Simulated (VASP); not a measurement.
# InAs (F-43m) in VASP: a series of runs, part 2 of 2

VASP 6.6.1.

### Step 5. Single point, SVWN5

This run uses another cell than the first one, of 27.49 Å³/atom, 1.020 times its volume.

File INCAR:

```
PREC = Accurate
ENCUT = 520
EDIFF = 1E-6
ISMEAR = -1
SIGMA = 0.05
LREAL = F
LASPH = T
NELM = 80
ALGO = Normal
ISIF = 2
LWAVE = F
LCHARG = F
GGA = VW
NBANDS = 16
```

File KPOINTS:

```
Automatic mesh
0
Gamma
  8 8 8
```

File POSCAR:

```
InAs
1.0
    0.0000000000      3.0180000000      3.0180000000
    3.0180000000      0.0000000000      3.0180000000
    3.0180000000      3.0180000000      0.0000000000
In As
1 1
Direct
    0.0000000000      0.0000000000      0.0000000000
    0.7500000000      0.7500000000      0.7500000000
```

Potentials or basis: VASP PAW PBE potentials, release 64 (In_d, As).

Started as:

```sh
$ cat potpaw_PBE.64/In_d/POTCAR potpaw_PBE.64/As/POTCAR > POTCAR
$ mpirun -np 1 vasp_std > vasp.out
```

OUTCAR:

```text
PREC = Accurate
   ENCUT = 520
   EDIFF = 1E-6
   ISMEAR = -1
   LREAL = F
   LASPH = T
   NELM = 80
   ISIF = 2
   GGA = VW

 ion  position               nearest neighbor table
   1  0.000  0.000  0.000-   2 2.61   2 2.61   2 2.61   2 2.61
   2  0.750  0.750  0.750-   1 2.61   1 2.61   1 2.61   1 2.61

  LATTYP: Found a face centered cubic cell.
 ALAT       =     6.0360000000

  Lattice vectors:

[... 188 lines left out ...]
      3     -10.0850      2.00000
      4      -9.9536      2.00000
      5      -9.9536      2.00000
      6      -7.7166      2.00000
[... 433 lines left out ...]
      3     -10.0293      2.00000
      4      -9.9593      2.00000
      5      -9.9461      2.00000
      6      -5.9458      2.00000
[... 8 lines left out ...]
     15      14.5859      0.00000
     16      15.3039      0.00000

 [... further k-points ...]
[... 5 lines left out ...]
  --------------------------------------------------------------------------------------
  -------------------------------------------------------------------------------------
  Total       -0.0766978     -0.0766978     -0.0766978      0.0000000     -0.0000000      0.0000000
  in kB       -2.2351444     -2.2351444     -2.2351444      0.0000000     -0.0000000      0.0000000
  external PRESSURE =      -2.2351444 kB  Pullay stress =       0.0000000 kB

 VOLUME and BASIS-vectors are now :
 -----------------------------------------------------------------------------
  energy-cutoff  :      520.00
  volume of cell :       54.98
      direct lattice vectors                 reciprocal lattice vectors
     0.000000000  3.018000000  3.018000000    -0.165672631  0.165672631  0.165672631
     3.018000000  0.000000000  3.018000000     0.165672631 -0.165672631  0.165672631
     3.018000000  3.018000000  0.000000000     0.165672631  0.165672631 -0.165672631

 POSITION                                       TOTAL-FORCE (eV/Angst)
 -----------------------------------------------------------------------------------
      0.00000      0.00000      0.00000        -0.000000     -0.000000     -0.000000
      4.52700      4.52700      4.52700         0.000000      0.000000      0.000000
 -----------------------------------------------------------------------------------
    total drift:                                0.000000      0.000000      0.000000

  FREE ENERGIE OF THE ION-ELECTRON SYSTEM (eV)
  ---------------------------------------------------
  free  energy   TOTEN  =        -9.0037030890 eV

  energy  without entropy=       -9.0031723946  energy(sigma->0) =       -9.00343774
```

stdout:

```text
POSCAR found type information on POSCAR InAs
 POSCAR found :  2 types and       2 ions
 scaLAPACK will be used
 -----------------------------------------------------------------------------
|                                                                             |
|                                                                             |
|     You enforced a specific xc type in the INCAR file but a different       |
|     I HOPE YOU KNOW WHAT YOU ARE DOING!                                     |
|                                                                             |
 -----------------------------------------------------------------------------

 LDA part: xc-table for (Slater(with rela. corr.)+VWN5), standard interpolation
 POSCAR, INCAR and KPOINTS ok, starting setup
 FFT: planning ... GRIDC
 FFT: planning ... GRID_SOFT
 FFT: planning ... GRID
 WAVECAR not read
 entering main loop
```

Wall time 17 s (1 thread of Intel Xeon 6975P-C, shared host); peak memory 0.17 GiB.

What came out:

- Free energy: -9.0037 eV
- Pressure: -0.2 GPa
- Band gap on the k mesh: zero (filled and empty bands touch)

Levels at points of the mesh, in eV from the Fermi level:
```
           k point  band 5  band 6  band 7  band 8  band 9  band 10  band 11  band 12  band 13  band 14
(0.00, 0.00, 0.00)  -14.26  -12.02   -0.45   -0.05   -0.05    -0.05     3.78     3.78     3.78     7.23
(0.50, 0.00, 0.00)  -14.25  -10.52   -5.93   -1.06   -1.06     0.75     4.57     4.57     6.65     8.82
(0.50, 0.50, 0.00)  -14.23   -9.97   -6.01   -2.41   -2.41     1.37     1.90     8.99     9.12     9.12
```

Caveat: the PAW data sets were made with another functional, which shifts forces and pressure a little; spin-orbit coupling is left out, which moves the levels of the heavy elements.

### Step 6. The runs side by side

```tsv
level	potentials or basis	cell	gap on the mesh (eV)	pressure (GPa)
PBEsol+D3(BJ)	VASP PAW PBE potentials, release 64 (In_d, As)	a = 4.239 Å, angles 60.0°, 2 atoms	none	1.0
LDA	VASP PAW LDA potentials, release 64 (In_d, As)	a = 4.239 Å, angles 60.0°, 2 atoms	none	1.1
PBEsol+D3(BJ)	VASP PAW PBE potentials, release 64 (In_d, As)	a = 4.268 Å, angles 60.0°, 2 atoms	none	-0.2
SVWN5	VASP PAW PBE potentials, release 64 (In_d, As)	a = 4.268 Å, angles 60.0°, 2 atoms	none	-0.2
```

Alike in all rows: task single point; no spin polarisation; k mesh 8 × 8 × 8; cutoff (eV) 520; smearing fermi-dirac 0.05 eV.

Caveats: spin-orbit coupling is left out, which moves the levels of the heavy elements; the PAW data sets were made with another functional, which shifts forces and pressure a little (some runs); pairwise dispersion overbinds metals, which lowers pressure and volume (some runs).

Absolute energies hang on the potentials; compare differences alone.

### Step 7. Comparison with measurements

Step 2. Measured gap of InAs: 0.418 eV (direct; 4.2 K; a printed reference work, data compilation). This calculation gives 0.00 eV (-0.42 eV). Spin-orbit coupling on As, In is left out. The value is that of PBEsol+D3(BJ) on a finite k mesh, which can miss the band edges, without temperature or zero-point motion. Semilocal functionals fall short of measured gaps as a rule.

Step 3. Against the measured gap of InAs, 0.418 eV (direct; 4.2 K; a printed reference work, data compilation), the calculated 0.00 eV is off by -0.42 eV. Spin-orbit coupling on As, In is left out. The value is that of LDA on a finite k mesh, which can miss the band edges, without temperature or zero-point motion. Semilocal functionals fall short of measured gaps as a rule.

Step 4. Against the measured gap of InAs, 0.418 eV (direct; 4.2 K; a printed reference work, data compilation), the calculated 0.00 eV is off by -0.42 eV. Spin-orbit coupling on As, In is left out. The value is that of PBEsol+D3(BJ) on a finite k mesh, which can miss the band edges, without temperature or zero-point motion. Semilocal functionals fall short of measured gaps as a rule.

Step 5. Against the measured gap of InAs, 0.418 eV (direct; 4.2 K; a printed reference work, data compilation), the calculated 0.00 eV is off by -0.42 eV. Spin-orbit coupling on As, In is left out. The value is that of SVWN5 on a finite k mesh, which can miss the band edges, without temperature or zero-point motion.
